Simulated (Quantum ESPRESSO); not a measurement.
Bi2Se3 (Paraguanajuatite): band structure with r2SCAN

The system is Bi2Se3 (Paraguanajuatite).

```
Bi Se
1.0
     2.07150    1.19598    9.54533
    -2.07150    1.19598    9.54533
     0.00000   -2.39196    9.54533
Bi Se
2 3
Cartesian
  0.0000 0.0000 17.1587
  0.0000 0.0000 11.4773
  0.0000 0.0000 22.5738
  0.0000 0.0000 6.0622
  0.0000 0.0000 0.0000
```

- Program: Quantum ESPRESSO 7.5
- Task: band structure
- Functional: r2SCAN
- Potentials or basis: SG15 PBE 1.2
- Cutoff: 952 eV
- Density cutoff: 3810 eV
- k mesh: 4 × 4 × 4
- Occupations: fermi-dirac, width 0.05 eV
- Spin: no spin polarisation
- Symmetry: off
- Mixing beta: 0.5
- Most SCF iterations: 120
- SCF threshold: 1e-08 Ry

- Pressure: 0.8 GPa
- Largest force: 0.129 eV/Å
- Band gap on the k mesh: 0.44 eV, direct
- Band gap along the path: 0.44 eV, direct

Forces on the atoms (eV/Å):
```
Bi   0.000  0.000  0.129
Bi   0.000  0.000 -0.129
Se   0.000  0.000 -0.091
Se   0.000  0.000  0.091
Se   0.000  0.000  0.000
```

Stress tensor (GPa, compression positive):
```
0.82 0.00 0.00
0.00 0.82 0.00
0.00 0.00 0.90
```

Levels at the corners of the path, in eV from the valence-band top:
```tsv
point	band 21	band 22	band 23	band 24	band 25	band 26	band 27	band 28
Γ	-1.93	-1.17	-1.17	0.00	0.44	1.48	1.48	2.33
L	-3.08	-2.16	-1.20	-0.56	1.05	2.06	3.26	3.37
B1	-2.71	-1.88	-1.07	-0.72	1.87	2.40	3.05	4.01
B	-2.71	-1.88	-1.07	-0.72	1.87	2.40	3.05	4.01
Z	-1.56	-1.34	-1.34	-0.41	0.81	1.81	1.81	2.23
Γ	-1.93	-1.17	-1.17	0.00	0.44	1.48	1.48	2.33
X	-3.07	-1.73	-1.24	-0.70	1.88	2.70	2.78	4.26
Q	-3.07	-1.73	-1.24	-0.70	1.88	2.70	2.78	4.26
F	-1.92	-1.88	-1.61	-1.01	1.60	2.11	2.75	3.22
P1	-2.44	-1.49	-1.39	-1.14	1.55	2.20	2.51	3.24
Z	-1.56	-1.34	-1.34	-0.41	0.81	1.81	1.81	2.23
L	-3.08	-2.16	-1.20	-0.56	1.05	2.06	3.26	3.37
P	-2.44	-1.49	-1.39	-1.14	1.55	2.20	2.51	3.24
```

It took 21 min on 4 MPI ranks on Intel(R) Xeon(R) 6975P-C (Granite Rapids) (shared host), peak memory 1.1 GiB a rank.

Caveat: the k mesh is coarse (spacing up to 0.44 Å⁻¹), so the values aren't converged; the potentials were made for another functional, which shifts forces and pressure; some levels on the path didn't converge; spin-orbit coupling is left out, which as a rule narrows the gap of such compounds by several tenths of an eV. r2SCAN opens gaps a little over a GGA but as a rule still falls short of measured ones.
